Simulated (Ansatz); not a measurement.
Si4C and its competing phases

Theory: DFT PBE, scalar-relativistic, plane waves, PAW in Ansatz 0.2.0. Settings: cutoff 420 eV, Γ-centred meshes spaced at most about 0.3 Å⁻¹, and about 0.25 Å⁻¹ or finer for metals (2π included), Gaussian smearing. No spin polarisation.

Energies over the elements count from the elements' standard structures at the same level, with no fitted energy shifts.

Temperature and zero-point effects are left out. The reference form of C is held partly by dispersion forces, which this level lacks.

The competitors are the elements and 1 reference phase of this chemical system (from databases or known types: SiC), relaxed at the same level; other known phases may be missing.

The candidate was reached from: Si and C ordered on hcp sites.

```yaml
crystal:
  lattice:
    - [3.19478, 0.00000, 0.00000]
    - [-1.59739, 2.76676, 0.00000]
    - [0.00000, 0.00000, 16.11332]
  atoms:
    - { symbol: Si, position: [0.33333, 0.66667, 0.00000] }
    - { symbol: Si, position: [0.33333, 0.66667, 0.14626] }
    - { symbol: Si, position: [0.33333, 0.66667, 0.39500] }
    - { symbol: Si, position: [0.33333, 0.66667, 0.60500] }
    - { symbol: Si, position: [0.33333, 0.66667, 0.85374] }
    - { symbol: Si, position: [0.66667, 0.33333, 0.30191] }
    - { symbol: Si, position: [0.66667, 0.33333, 0.50000] }
    - { symbol: Si, position: [0.66667, 0.33333, 0.69809] }
    - { symbol: C, position: [0.66667, 0.33333, 0.18319] }
    - { symbol: C, position: [0.66667, 0.33333, 0.81681] }
```

Q: Into what would it decompose?

A: Its formation energy is 0.364 eV/atom. The lowest competing mixture at this composition is this:

| phase | space group | source | share of atoms | ΔE_f (eV/atom) |
| --- | --- | --- | --- | --- |
| Si | - | element | 0.6000 | -0.0007 |
| SiC | P6_3mc (No. 186) | Materials Project | 0.4000 | -0.204 |

The lowest database cell of Si (-0.0007) lies slightly below the reference, hence the non-zero entry.

The mixture lies at -0.082 eV/atom, and the candidate lies 0.45 eV/atom above it. The candidate matches no cell in the subsets of the Crystallography Open Database and the Materials Project at hand. The margin is far too high for a likely synthesis. It holds Si–Si nets (shortest 2.36 Å).
